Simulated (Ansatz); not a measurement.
## Pb (beta tin type) under strong compression

```yaml
crystal:
  lattice:
    - [-3.14852, 3.14852, 1.67940]
    - [3.14852, -3.14852, 1.67940]
    - [3.14852, 3.14852, -1.67940]
  atoms:
    - { symbol: Pb, position: [0.62500, 0.87500, 0.75000] }
    - { symbol: Pb, position: [0.37500, 0.12500, 0.25000] }
```

The cell comes from a relaxation on PAW files under the same functional, begun from a prototype that needn't be the stable phase.

Its volume is scaled, and at each volume shape and atoms are relaxed on PAW files; all methods then take that cell.

All numbers are PBE results (scalar-relativistic) from Ansatz 0.2.0, with a Γ-centred 14×14×14 k mesh, Fermi–Dirac smearing of 0.05 eV, no spin polarisation. Methods: LAPW: all electrons, basis error target 1 meV/atom; PAW: frozen-core files, cutoff 420 eV; crystal datasets: all electrons, by PAW datasets that the program makes for each cell; norm-conserving: pseudopotentials, cutoff 850 eV; PAW (partial waves polarizable): frozen-core files, cutoff 420 eV.

Energies are extrapolated to zero smearing and count from the unscaled cell; pressure is positive in compression; gaps take the mesh and a band path. No temperature or zero-point motion is included.

Spin–orbit coupling is left out, which matters for the heavy atoms. The structure type is held throughout; the real material can change phase at far lower pressure.

```
V/V0  V (Å³/atom)  P LAPW (GPa)  ΔE LAPW (eV/atom)  P PAW − LAPW (GPa)  ΔE PAW − LAPW (meV/atom)  space group  shortest distance (Å)
1.00        33.30          0.00              0.000               -0.01                       0.0     I4_1/amd                  3.259
0.90        29.97          5.04              0.047               -0.01                      -0.2     I4_1/amd                  3.146
0.80        26.64         14.20              0.237               -0.01                      -0.4     I4_1/amd                  3.025
0.70        23.31          31.5              0.693               -0.01                      -0.6     I4_1/amd                  2.890
0.60        19.98             ?                  ?                   ?                         ?            ?                      ?
0.50        16.65         141.8              3.716                0.09                       0.4     I4_1/amd                  2.578
0.40        13.32         326.9              8.282                0.47                       5.4     I4_1/amd                  2.393
```

Task: Fit the Vinet equation to the LAPW pressures shown (residuals weighted by 1/(|P| + 0.03·Pmax)), and predict the pressure of the withheld row.

Result: The fit gives V0 = 33.40 Å³/atom, B0 = 32.6 GPa and B0′ = 5.82. At 19.98 Å³/atom, x = (V/V0)^(1/3) = 0.8425, and P = 3·B0·(1 − x)/x²·exp[1.5·(B0′ − 1)·(1 − x)] = 67.9 GPa. The run itself gave 66.1 GPa (+2.6 % off) and ΔE = 1.664 eV/atom.

Task: From the table, what is the rise of the enthalpy H = E + pV up to the last row, and how stiff is the crystal between the last two rows?

Result: ΔH = 8.282 eV + (326.9 GPa × 13.32 Å³ − 0.00 GPa × 33.30 Å³) × 0.006242 eV/(GPa·Å³) = 35.46 eV/atom, of which pV makes 77 %. The mean bulk modulus there is −ΔP/Δln V = 830 GPa.

Task: At the smallest volume, how far do crystal datasets and norm-conserving and PAW (partial waves polarizable) lie from LAPW in pressure?

Result: crystal datasets: 0.00 GPa; norm-conserving: +1.98 GPa; PAW (partial waves polarizable): +0.47 GPa, on a LAPW pressure of 326.9 GPa.

Task: How do the Löwdin populations by LAPW change from the unscaled cell to the last row?

Result: Pb 5s 1.99 → 1.96, Pb 6s 1.75 → 1.31, Pb 5p 6.00 → 5.96, Pb 6p 2.26 → 2.80, Pb 5d 9.99 → 9.93 electrons an atom. These are projections on the shells that the free atoms fill; 0.03 e a cell lies outside them at the start and 0.09 e at the end.
